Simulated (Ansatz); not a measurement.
La2O3, 5 atoms in the cell. The structure is trigonal, space group P321 (No. 150). The conventional cell has a = 6.370 Å, b = 6.370 Å, c = 3.290 Å, α = 90.00°, β = 90.00°, γ = 120.00°. La (site symmetry 3) has 6 O at 2.46 to 2.47 Å as nearest neighbours. Around O (site symmetry 2) lie 4 La at 2.46 to 2.47 Å. The cell comes from a database or a generator and needn't be the stable form of this composition.

```yaml
Program: Ansatz 0.2.0
Task: band structure
Functional: PBE
Potentials_or_basis: Ansatz PAW
Cutoff: "420 eV (not typed: the program's choice for these potentials)"
k_mesh: 5 × 5 × 8
Occupations: fermi-dirac, width 0.05 eV
Spin: no spin polarisation
Path: "[[\"G\", \"M\", \"K\", \"G\", \"A\", \"L\", \"H\", \"A\"], [\"L\", \"M\"], [\"K\", \"H\"]]"
Points_for_each_segment_of_the_path: 14
```

Potentials or basis: Ansatz PAW.

Run with:

```bash
$ ansatz run input.yaml --threads 2 --pin off --max-ram 5632MiB --backend cpu --events-out ev --progress --plain --runs-dir out
```

Hardware: 2 threads of Intel(R) Xeon(R) Platinum 8259CL CPU @ 2.50GHz (Skylake/Cascade Lake), on a shared host.

How long does it take, and how much memory?

Run time: 13 s on 2 threads of Intel(R) Xeon(R) Platinum 8259CL CPU @ 2.50GHz (Skylake/Cascade Lake), on a shared host, peak memory 0.55 GiB. Counts: scf iterations 7, plane waves 2279, k points 31, bands 32.
